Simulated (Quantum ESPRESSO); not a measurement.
Set up this calculation in Quantum ESPRESSO 7.5, as the native input.

```
Task                : band structure
Functional          : PBEsol
Potentials or basis : GBRV 1.5 PBEsol
Cutoff              : 762 eV
Density cutoff      : 6095 eV
k mesh              : 7 × 7 × 9
Occupations         : fermi-dirac, width 0.05 eV
Spin                : no spin polarisation
Mixing beta         : 0.5
Most SCF iterations : 120
SCF threshold       : 6e-10 Ry
```

The system is Al2Cu.

```
CELL_PARAMETERS angstrom
4.10518 0.00000 0.00000
0.00000 4.10518 0.00000
0.00000 0.00000 2.89131
ATOMIC_POSITIONS crystal
Cu 0.00000 0.00000 0.00000
Al 0.00000 0.50000 0.50000
Al 0.50000 0.00000 0.50000
```

The cell comes from a database or a generator and needn't be the stable form of this composition.

The input as run:

pw.in

```
&CONTROL
  calculation = 'scf'
  prefix = 'pwscf'
  outdir = './tmp'
  pseudo_dir = './pseudo'
  tprnfor = .true.
  tstress = .true.
  disk_io = 'low'
/
&SYSTEM
  ibrav = 0
  celldm(1) = 8
  nat = 3
  ntyp = 2
  ecutwfc = 56
  ecutrho = 448
  nbnd = 19
  occupations = 'smearing'
  smearing = 'fd'
  degauss = 0.00367493
/
&ELECTRONS
  conv_thr = 6d-10
  electron_maxstep = 120
  mixing_beta = 0.5
/
ATOMIC_SPECIES
Cu    63.5460 cu_pbesol_v1.2.uspp.F.UPF
Al    26.9815 al_pbesol_v1.uspp.F.UPF
CELL_PARAMETERS alat
  0.9697087089679   0.0000000000000   0.0000000000000
  0.0000000000000   0.9697087089679   0.0000000000000
  0.0000000000000   0.0000000000000   0.6829737138213
ATOMIC_POSITIONS crystal
Cu     0.0000000000    0.0000000000    0.0000000000
Al     0.0000000000    0.5000000000    0.5000000000
Al     0.5000000000    0.0000000000    0.5000000000
K_POINTS automatic
7 7 9 0 0 0
```

bands.in

```
&CONTROL
  calculation = 'bands'
  prefix = 'pwscf'
  outdir = './tmp'
  pseudo_dir = './pseudo'
  disk_io = 'low'
  verbosity = 'high'
/
&SYSTEM
  ibrav = 0
  celldm(1) = 8
  nat = 3
  ntyp = 2
  ecutwfc = 56
  ecutrho = 448
  nbnd = 19
  occupations = 'smearing'
  smearing = 'fd'
  degauss = 0.00367493
/
&ELECTRONS
  conv_thr = 1d-08
  electron_maxstep = 120
  mixing_beta = 0.5
  diago_full_acc = .true.
  startingwfc = 'random'
/
ATOMIC_SPECIES
Cu    63.5460 cu_pbesol_v1.2.uspp.F.UPF
Al    26.9815 al_pbesol_v1.uspp.F.UPF
CELL_PARAMETERS alat
  0.9697087089679   0.0000000000000   0.0000000000000
  0.0000000000000   0.9697087089679   0.0000000000000
  0.0000000000000   0.0000000000000   0.6829737138213
ATOMIC_POSITIONS crystal
Cu     0.0000000000    0.0000000000    0.0000000000
Al     0.0000000000    0.5000000000    0.5000000000
Al     0.5000000000    0.0000000000    0.5000000000
K_POINTS crystal
60
 0.0000000000  0.0000000000  0.0000000000 1
 0.0000000000  0.1250000000  0.0000000000 1
 0.0000000000  0.2500000000  0.0000000000 1
 0.0000000000  0.3750000000  0.0000000000 1
 0.0000000000  0.5000000000  0.0000000000 1
 0.1000000000  0.5000000000  0.0000000000 1
 0.2000000000  0.5000000000  0.0000000000 1
 0.3000000000  0.5000000000  0.0000000000 1
 0.4000000000  0.5000000000  0.0000000000 1
 0.5000000000  0.5000000000  0.0000000000 1
 0.4285714286  0.4285714286  0.0000000000 1
 0.3571428571  0.3571428571  0.0000000000 1
 0.2857142857  0.2857142857  0.0000000000 1
 0.2142857143  0.2142857143  0.0000000000 1
 0.1428571429  0.1428571429  0.0000000000 1
 0.0714285714  0.0714285714  0.0000000000 1
 0.0000000000  0.0000000000  0.0000000000 1
 0.0000000000  0.0000000000  0.0714285714 1
 0.0000000000  0.0000000000  0.1428571429 1
 0.0000000000  0.0000000000  0.2142857143 1
 0.0000000000  0.0000000000  0.2857142857 1
 0.0000000000  0.0000000000  0.3571428571 1
 0.0000000000  0.0000000000  0.4285714286 1
 0.0000000000  0.0000000000  0.5000000000 1
 0.0000000000  0.1000000000  0.5000000000 1
 0.0000000000  0.2000000000  0.5000000000 1
 0.0000000000  0.3000000000  0.5000000000 1
 0.0000000000  0.4000000000  0.5000000000 1
 0.0000000000  0.5000000000  0.5000000000 1
 0.1000000000  0.5000000000  0.5000000000 1
 0.2000000000  0.5000000000  0.5000000000 1
 0.3000000000  0.5000000000  0.5000000000 1
 0.4000000000  0.5000000000  0.5000000000 1
 0.5000000000  0.5000000000  0.5000000000 1
 0.4375000000  0.4375000000  0.5000000000 1
 0.3750000000  0.3750000000  0.5000000000 1
 0.3125000000  0.3125000000  0.5000000000 1
 0.2500000000  0.2500000000  0.5000000000 1
 0.1875000000  0.1875000000  0.5000000000 1
 0.1250000000  0.1250000000  0.5000000000 1
 0.0625000000  0.0625000000  0.5000000000 1
 0.0000000000  0.0000000000  0.5000000000 1
 0.0000000000  0.5000000000  0.0000000000 1
 0.0000000000  0.5000000000  0.0625000000 1
 0.0000000000  0.5000000000  0.1250000000 1
 0.0000000000  0.5000000000  0.1875000000 1
 0.0000000000  0.5000000000  0.2500000000 1
 0.0000000000  0.5000000000  0.3125000000 1
 0.0000000000  0.5000000000  0.3750000000 1
 0.0000000000  0.5000000000  0.4375000000 1
 0.0000000000  0.5000000000  0.5000000000 1
 0.5000000000  0.5000000000  0.0000000000 1
 0.5000000000  0.5000000000  0.0625000000 1
 0.5000000000  0.5000000000  0.1250000000 1
 0.5000000000  0.5000000000  0.1875000000 1
 0.5000000000  0.5000000000  0.2500000000 1
 0.5000000000  0.5000000000  0.3125000000 1
 0.5000000000  0.5000000000  0.3750000000 1
 0.5000000000  0.5000000000  0.4375000000 1
 0.5000000000  0.5000000000  0.5000000000 1
```

Potentials or basis: GBRV 1.5 PBEsol.

The run is started by

```sh
$ OMP_NUM_THREADS=1 mpirun -n 2 pw.x -nk 2 -in pw.in > pw.out
$ OMP_NUM_THREADS=1 mpirun -n 2 pw.x -nk 2 -in bands.in > bands.out
```

Results of the run:

```json
{
  "Pressure": "-2.5 GPa",
  "Band gap on the k mesh": "none (metal or under the smearing width)"
}
```

Run time: 42 s on 2 MPI ranks on Arm Neoverse V2, with other jobs on the host, peak memory 0.36 GiB a rank.
